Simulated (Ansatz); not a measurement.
# W2C: what symmetry allows forces and stress to be

```xyz
3
Lattice="3.1855 0.0000 0.0000 -1.5928 2.7587 0.0000 0.0000 0.0000 4.7140" Properties=species:S:1:pos:R:3 pbc="T T T"
W     0.0000    1.8392    3.4442
W     1.5928    0.9196    1.2698
C     0.0000    0.0000    0.0000
```

These are results of DFT PBE, scalar-relativistic, plane waves, PAW (Ansatz 0.2.0), not measurements.

Cutoff 420 eV; k points 15×15×10 on the computed 3-atom cell (Γ-centred); Gaussian smearing, width 0.10 eV; no spin polarisation.

This distorted cell has space group P-3m1, with 12 operations.

Problem. Without a calculation: in which directions can each atom feel a force?

Solution. A force must be left unchanged by every operation that keeps its atom in place, so it lies in the space that those operations leave fixed. Atoms that the group maps onto each other feel forces of one size.
| atom | site symmetry | operations at the site | equivalent to atom | allowed force (Cartesian) |
| --- | --- | --- | --- | --- |
| W1 | 3m. | 6 | 1 | along (0.00, 0.00, 1.00) |
| W2 | 3m. | 6 | 1 | along (0.00, 0.00, 1.00) |
| C3 | -3m. | 12 | 3 | none |

That leaves 1 independent force component of 9. A relaxation in this cell that keeps the symmetry moves the atoms in these directions alone.

Problem. And the stress tensor?

Solution. It must be invariant under the point group, which leaves 2 independent components: yz, xz, xy vanish; xx = yy.

Problem. Do the computed values obey this?

Solution. Yes. Forces (eV/Å):
```
W1   0.000  0.000  2.289
W2   0.000  0.000 -2.289
C3   0.000  0.000  0.000
```

Stress (GPa, compression positive, xx yy zz yz xz xy): -28.82 -28.82 -19.34 0.00 0.00 0.00. The program imposes the same operations on density, forces and stress, so this confirms the analysis and is no independent test of the calculation.

Spin–orbit coupling is left out, which can shift energies with elements as heavy as these.